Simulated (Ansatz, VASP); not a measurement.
# KF (Carobbiite): VASP beside Ansatz, part 2 of 2

One calculation is typed for both programs; each brings its own data sets and cutoff. How far apart do they land?

VASP 6.6.1 and Ansatz 0.2.0.

So far. Step 3 (Ansatz: single point, PBEsol): The run ends at a pressure of -0.72 GPa. Step 5 (Ansatz: single point, LDA, volume scaled by 0.985): The run ends at a pressure of 0.42 GPa.

## Step 7: Side by side

What differs besides the data sets and the points named for the pairs above, as far as they apply: the two LDA forms differ slightly; the cutoff is 420 eV in Ansatz and 560 eV in VASP; VASP's log shows a relativistic correction to its local exchange, Ansatz's none. Total energies have different zeros and are not compared.

The two programs side by side:

```
                                        quantity  Ansatz   VASP  difference
                                  pressure (GPa)    0.42   0.70       -0.29
pressure without Ansatz's Pulay correction (GPa)   -0.08   0.70       -0.78
                          gap on the k mesh (eV)   6.422  6.404      +0.019
```

A gap on the mesh is an upper bound, since the band edges may lie between its points. Ansatz's pressure holds a Pulay correction of 0.50 GPa; VASP's holds none.

## Step 8: Ansatz: single point, LDA, volume scaled by 1.03

A single point gives forces, pressure and levels at one fixed geometry, so differences don't come from the geometry; what else differs is listed under the comparison. The cell compared in this pair holds 35.63 Å³, against 34.07 Å³ for the pair before.

The cell is a member of a volume series, scaled by 1.03 from a relaxed one, so a pressure remains.

input.yaml reads:

```yaml
crystal:
  lattice:
    - [0.0, 2.61162626, 2.61162626]
    - [2.61162626, 0.0, 2.61162626]
    - [2.61162626, 2.61162626, 0.0]
  atoms:
    - { symbol: K, position: [0.0, 0.0, 0.0] }
    - { symbol: F, position: [0.5, 0.5, 0.5] }
hamiltonian:
  xc: lda
  pseudopotentials: { kind: paw }
kpoints:
  mp_grid: { grid: [8, 8, 8] }
scf:
  occupations: { method: gaussian, width: 0.03 }
  n_extra_bands: 4
output:
  forces: true
  stress: true
  eigenvalues: true
```

The run is started by

```console
ansatz run input.yaml --threads 2 --pin off --max-ram 4608MiB --backend cpu --events-out ev --progress --plain --runs-dir out
```

Numbers of over 12 decimals in the logs are rounded to 6 here.

What it wrote:

```text
[...]
Crystal: 2 atoms, lattice volume = 35.626 Å³
Basis set: ecut = 420 eV, 725 PW (Γ)
Bands: 12, of which v1, the nominal top of the filled ones, is band 8 counted from 1 (7 counted from 0)
Symmetry: 48 space group operations
[...]
k-points: 29 of 512
[...]
--- Band table (eV; the first three rows and the last of 29) ---
  k-point 0: bands = [... 4 lower, -7.3654, 1.5016, 1.5016, 1.5016, 7.6716, 12.2113, 12.2113, 12.2113]
  k-point 1: bands = [... 4 lower, -7.3717, 1.3365, 1.4367, 1.4367, 8.1392, 11.9250, 12.4402, 12.4402]
  k-point 2: bands = [... 4 lower, -7.3868, 0.9891, 1.2830, 1.2830, 9.2773, 11.5585, 13.0134, 13.0134]
  k-point 28: bands = [... 4 lower, -7.4658, 1.0203, 1.3651, 1.3651, 11.1844, 11.1844, 12.9605, 15.2282]
[key lines of the parts left out:]
SCF converged after 6 iterations
Free energy (F): -2292.773274 eV
Fermi energy:    4.586685 eV
P = ⅓ Tr σ = -1.4126 GPa (-14.126 kbar)
```

Wall time 0.99 s (2 threads of Arm Neoverse N1, shared host); peak memory 0.24 GiB.

The run ends at a pressure of -1.41 GPa.

## Step 9: VASP: single point, LDA, volume scaled by 1.03

The same cell, functional (in two slightly different forms), mesh and smearing now go to VASP, with its own data sets and cutoff.

The input asks for a relaxation, which ended at its first step since no free force or stress exceeded the threshold; so it serves as a single point.

INCAR reads:

```
SYSTEM = KF
PREC = Accurate
ENCUT = 560
EDIFF = 1E-07
NELM = 100
ISMEAR = 0
SIGMA = 0.03
LREAL = .FALSE.
ALGO = Normal
GGA = CA
NBANDS = 14
LORBIT = 11
LWAVE = .FALSE.
LCHARG = .FALSE.
KPAR = 4
IBRION = 2
NSW = 50
ISIF = 4
EDIFFG = -0.002
```

POSCAR reads:

```
KF
1.0
    0.0000000000      2.6116262625      2.6116262625
    2.6116262625      0.0000000000      2.6116262625
    2.6116262625      2.6116262625      0.0000000000
K F
1 1
Direct
    0.0000000000      0.0000000000      0.0000000000
    0.5000000000      0.5000000000      0.5000000000
```

KPOINTS reads:

```
Automatic mesh
0
Gamma
8 8 8
0 0 0
```

Potentials, in the order of the species: K_sv and F (LDA family, release 64).

The run is started by

```console
mpirun -np 4 vasp_std
```

What it wrote:

```text
[... set-up lines as in an earlier step ...]
 entering main loop
       N       E                     dE             d eps       ncg     rms          rms(c)
DAV:   1     0.126103071077E+03    0.12610E+03   -0.85771E+03   812   0.119E+03
DAV:   2    -0.451404966696E+01   -0.13062E+03   -0.11367E+03  1044   0.317E+02
DAV:   3    -0.100917900831E+02   -0.55777E+01   -0.55340E+01  1034   0.606E+01
DAV:   4    -0.102550192580E+02   -0.16323E+00   -0.16314E+00  1102   0.976E+00
[...]
DAV:  12    -0.906960294854E+01   -0.16453E-05   -0.32599E-06  1036   0.186E-02    0.178E-03
DAV:  13    -0.906960308273E+01   -0.13419E-06   -0.30754E-07  1014   0.528E-03    0.238E-03
DAV:  14    -0.906960304347E+01    0.39267E-07   -0.15120E-07   814   0.381E-03
   1 F= -.90696030E+01 E0= -.90696030E+01  d E =-.906960E+01
[...]
reached required accuracy - stopping structural energy minimisation
```

OUTCAR, selected parts (step 9):

```text
  Total       -0.2705506     -0.2705506     -0.2705506      0.0000000      0.0000000      0.0000000
  in kB      -12.1673502    -12.1673502    -12.1673502      0.0000000      0.0000000      0.0000000
  external PRESSURE =     -12.1673502 kB  Pullay stress =       0.0000000 kB

 POSITION                                       TOTAL-FORCE (eV/Angst)
 -----------------------------------------------------------------------------------
      0.00000      0.00000      0.00000        -0.000000     -0.000000     -0.000000
      2.61163      2.61163      2.61163         0.000000      0.000000      0.000000
 -----------------------------------------------------------------------------------
    total drift:                                0.000000      0.000000      0.000000

  FREE ENERGIE OF THE ION-ELECTRON SYSTEM (eV)
  ---------------------------------------------------
  free  energy   TOTEN  =        -9.0696030435 eV

  energy  without entropy=       -9.0696030435  energy(sigma->0) =       -9.06960304

[... 2 parts as in an earlier step ...]

[... 2 further parts left out ...]
[key lines of the parts left out:]
E-fermi :  -2.8797
```

## Step 10: Differences

Both answers:

```
                                        quantity  Ansatz   VASP  difference
                                  pressure (GPa)   -1.41  -1.22       -0.20
pressure without Ansatz's Pulay correction (GPa)   -1.89  -1.22       -0.67
                          gap on the k mesh (eV)   6.170  6.151      +0.019
```

A gap on the mesh is an upper bound, since the band edges may lie between its points. Ansatz's pressure holds a Pulay correction of 0.47 GPa; VASP's holds none.

## Step 11: Results

```yaml
difference_in_gap_on_the_k_mesh_single_point_pbesol: 0.018 eV
difference_in_gap_on_the_k_mesh_single_point_lda_volume_scaled_by_0p985: 0.019 eV
difference_in_gap_on_the_k_mesh_single_point_lda_volume_scaled_by_1p03: 0.019 eV
```

What this shows: The difference in gap on the k mesh is 0.019 eV (single point, LDA, volume scaled by 1.03), within the 0.08 eV picked in this series as the mark of a large difference. 2 further runs of this series are not shown here. How closely two codes agree says nothing of how well the functional describes the real material.

[Lines on the potential files, build, host, timing and source positions are cut from VASP's logs without a mark.]

[Logs are printed without paths, hosts, clocks, repeated set-up lines and the standing remarks that a program may print on its own settings, such as how far it seeks lower states.]

[Hosts, paths, dates, database ids (printed as entryN), source tags and the programs' standing remarks are cut or masked in the printed files.]
